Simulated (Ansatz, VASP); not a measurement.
**Cs in VASP and in Ansatz**

```
Cs
1.0
     2.08920    5.22299    5.22299
     5.22299    2.08920    5.22299
     5.22299    5.22299    2.08920
Cs
1
Direct
  0.00000 0.00000 0.00000
```

Alike in both runs: task single point; functional LDA; k mesh 12 × 12 × 12; occupations gaussian, width 0.15 eV; no spin polarisation.

|  | VASP | Ansatz |
| --- | --- | --- |
| version | VASP 6.6.1 | Ansatz 0.2.0 |
| potentials or method | VASP PAW LDA potentials, release 64 (Cs_sv) | scalar-relativistic, plane waves, PAW |
| plane-wave cutoff (eV) | 520 | 420 |
| valence electrons in the cell | 9 | 9 |

```tsv
	VASP	Ansatz	Ansatz less VASP
gap on the k mesh at the Fermi level (eV)	none	none	-
pressure (GPa)	0.6	0.6	+0.01
largest component of the traceless stress (GPa)	0.50	0.50	+0.001
```

A gap of «none» marks a metal or a gap that the smearing closes.

The runs have no spin-orbit coupling, so splittings on Cs are missing.
